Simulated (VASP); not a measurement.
GeS:

```
Ge S
1.0
    10.51821    0.00000    0.00000
     0.00000    3.65316    0.00000
     0.00000    0.00000    4.21658
Ge S
4 4
Direct
  0.12533 0.25000 0.12609
  0.37467 0.75000 0.62609
  0.62533 0.25000 0.37391
  0.87467 0.75000 0.87391
  0.84991 0.25000 0.50054
  0.65009 0.75000 0.00054
  0.34991 0.25000 0.99946
  0.15009 0.75000 0.49946
```

The cell isn't the ideal one: a relaxed cell with its volume scaled by 0.94.

```yaml
Program: VASP 6.6.1
Task: relaxation of shape and atoms at fixed volume
Functional: PBE
Potentials_or_basis: VASP PAW PBE potentials, release 64 (Ge, S)
Cutoff: 300 eV
k_mesh: 2 × 4 × 3
Occupations: gaussian, width 0.03 eV
Spin: no spin polarisation
```

At the start: pressure 4.2 GPa; volume 20.25 Å³/atom.

Question: Where does the relaxation end?

Answer: Over 6 steps the energy falls by 9.4 meV/atom; space group Pnma (No. 62, to 0.05 Å).

Step by step:
| step | energy change (eV) | largest force (eV/Å) | pressure (GPa) |
| --- | --- | --- | --- |
| 1 | 0.0000 | 0.4754 | 4.19 |
| 2 | -0.0511 | 0.2259 | 3.05 |
| 3 | -0.0683 | 0.0551 | 1.92 |
| 4 | -0.0684 | 0.0518 | 1.97 |
| 5 | -0.0732 | 0.0272 | 1.88 |
| 6 | -0.0755 | 0.0077 | 1.76 |

Final structure:
```
Ge S
1.0
    10.47855    0.00000    0.00000
     0.00000    3.71349    0.00000
     0.00000    0.00000    4.16378
Ge S
4 4
Cartesian
  1.2706 0.9284 0.5007
  3.9687 2.7851 2.5825
  6.5098 0.9284 1.5812
  9.2080 2.7851 3.6631
  8.9367 0.9284 2.0629
  6.7811 2.7851 4.1448
  3.6974 0.9284 0.0190
  1.5419 2.7851 2.1009
```

Caveat: the k mesh is coarse (spacing up to 0.50 Å⁻¹), so the values aren't converged; the cutoff is under 1.25 times the usual one of these potentials, so pressure, stress and relaxed cells hold a basis-set (Pulay) error.
